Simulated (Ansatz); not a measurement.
This is a one-shot G0W0 calculation with the PAW code Ansatz on BN (started from an entry of an open crystallographic database); the level of theory is G0W0@PBE with 38 empty bands, a screening cutoff of 80 eV and a 6×6×4 mesh. The cell was relaxed beforehand with r2SCAN.

Input file:
```yaml
crystal:
  lattice:
    - [2.5439493114, 0.0, 0.0]
    - [-1.2719746557, 2.2031247296, 0.0]
    - [0.0, 0.0, 4.207816782]
  atoms:
    - { symbol: B, position: [0.6666666667, 0.3333333333, 0.0002035746] }
    - { symbol: B, position: [0.3333333333, 0.6666666667, 0.5002035746] }
    - { symbol: "N", position: [0.6666666667, 0.3333333333, 0.3747964254] }
    - { symbol: "N", position: [0.3333333333, 0.6666666667, 0.8747964254] }
kpoints:
  mp_grid: { grid: [6, 6, 4] }
hamiltonian:
  xc: pbe
scf:
  occupations: { method: fixed }
gw:
  n_empty_bands: 38
  ecut_chi: 80
  qp_bands: [v2, c2]
  qp_kpoints: band_edges
  screening: { model: contour_deformation }
```

Run as `ansatz run input.yaml --threads 2 --pin off --max-ram 3686MiB --backend cpu --events-out ev --progress --plain --runs-dir out`. Wall time 14 s on 2 threads of Arm Neoverse N1 (shared host), load about 0.9 per core; peak host memory 0.26 GiB.

Abridged output:
```
Functional definition: PBE
Crystal: 4 atoms, lattice volume = 23.583 Å³
Basis set: ecut = 420 eV, 465 PW (Γ)
Bands: 12, of which v1, the nominal top of the filled ones, is band 8 counted from 1 (7 counted from 0)
Symmetry: 12 space group operations
Space group: P63mc (ITA 186)
k-points: 21 of 144 (time reversal used)
SCF converged after 6 iterations
Free energy (F): -1084.474502 eV
Fermi energy:    11.366523 eV
--- G₀W₀: contour deformation, 5 samples at zero and on the imaginary axis and 2 off it, 144 q-points, 38 empty bands' worth ---
    ik  band        ε_KS         Σx   Σc(E_QP)       V_xc       Z   E_QP_lin       E_QP  E_QP is
     0     7     11.3665   -23.0358     3.3796   -19.4344  0.8303    11.1445    11.1447  root
     0     8     11.3665   -23.0358     3.3796   -19.4344  0.8303    11.1445    11.1447  root
     0     9     19.7624    -7.7122    -5.0290   -14.3977  0.8422    21.4323    21.4189  root
     0    10     19.7624    -7.7122    -5.0290   -14.3977  0.8422    21.4323    21.4189  root
     1     7     10.9888   -22.8878     3.4306   -19.1806  0.8295    10.7119    10.7123  root
     1     8     10.9888   -22.8878     3.4306   -19.1806  0.8295    10.7119    10.7123  root
     1     9     20.2007    -7.7914    -5.0864   -14.5690  0.8409    21.9064    21.8920  root
     1    10     20.2007    -7.7914    -5.0864   -14.5690  0.8409    21.9064    21.8920  root
     3     7     10.5009   -22.4996     3.3732   -18.8015  0.8294    10.1754    10.1759  root
     3     8     10.7761   -22.8414     3.4666   -19.0684  0.8290    10.4694    10.4698  root
     3     9     19.1040    -8.0858    -4.8684   -14.3721  0.8447    20.5312    20.5219  root
     3    10     20.6272    -8.2671    -5.2075   -15.2211  0.8367    22.3899    22.3736  root
     5     7      9.3688   -22.4315     3.6827   -18.2542  0.8251     8.8731     8.8742  root
     5     8      9.3688   -22.4315     3.6827   -18.2542  0.8251     8.8731     8.8742  root
     5     9     20.1086    -8.3069    -4.9824   -14.8024  0.8420    21.6330    21.6218  root
     5    10     20.1086    -8.3069    -4.9824   -14.8024  0.8420    21.6330    21.6218  root
     6     7      8.7279   -21.8908     3.6264   -17.6938  0.8244     8.1557     8.1573  root
     6     8      9.7110   -22.6619     3.6666   -18.5480  0.8258     9.2629     9.2638  root
     6     9     18.3596    -8.2230    -4.6597   -14.1032  0.8488    19.5865    19.5801  root
     6    10     20.2392    -8.2225    -4.9594   -14.7011  0.8405    21.7700    21.7583  root
     7     7      8.8456   -22.3218     3.7314   -18.0413  0.8237     8.2951     8.2966  root
     7     8      9.1759   -22.4898     3.7453   -18.2271  0.8242     8.6573     8.6586  root
     7     9     18.1579    -8.4207    -4.6261   -14.2667  0.8488    19.3840    19.3777  root
     7    10     19.4616    -7.9995    -4.8868   -14.2539  0.8453    20.8380    20.8292  root
     8     7      8.1077   -22.3168     3.9472   -17.7219  0.8203     7.4578     7.4600  root
     8     8      8.1077   -22.3168     3.9472   -17.7219  0.8203     7.4578     7.4600  root
     8     9     18.6117    -8.3645    -4.7027   -14.3468  0.8475    19.8985    19.8913  root
     8    10     18.6117    -8.3645    -4.7027   -14.3468  0.8475    19.8985    19.8913  root
     9     7      6.9488   -21.1583     3.8529   -16.5178  0.8185     6.1575     6.1611  root
     9     8      9.2480   -22.6392     3.7669   -18.3674  0.8242     8.7419     8.7431  root
     9     9     18.1007    -7.9505    -4.6484   -13.7196  0.8513    19.2268    19.2215  root
     9    10     19.3539    -8.8556    -4.6021   -14.8755  0.8434    20.7809    20.7716  root
    10     7      7.8627   -21.8861     3.8459   -17.3665  0.8208     7.1865     7.1890  root
    10     8      8.6928   -22.4754     3.8523   -18.0475  0.8224     8.1154     8.1171  root
    10     9     18.2208    -8.7972    -4.5199   -14.5620  0.8481    19.4723    19.4657  root
    10    10     18.2366    -7.9094    -4.6889   -13.7543  0.8504    19.3983    19.3926  root
  […]
```

The points are ik 0 = (0, 0, 0) (Γ), ik 1 = (0, 0, 1/4), ik 3 = (0, 1/6, 0), ik 5 = (0, 1/6, -1/2), ik 6 = (0, 1/3, 0), ik 7 = (0, 1/3, 1/4), ik 8 = (0, 1/3, -1/2), ik 9 = (0, -1/2, 0), ik 10 = (0, -1/2, 1/4), ik 11 = (0, -1/2, -1/2), ik 12 = (1/6, 1/6, 0), ik 15 = (1/6, 1/3, 0); band 8 is the last filled one.

G0W0 moves the gap on the mesh from 5.21 eV (PBE) to 6.40 eV (Γ to k = (1/3, 1/3, 0)). Renormalisation factors Z lie between 0.81 and 0.86. G0W0 values are finite-basis, finite-mesh values.

Spin-unpolarised throughout; all numbers are computed.
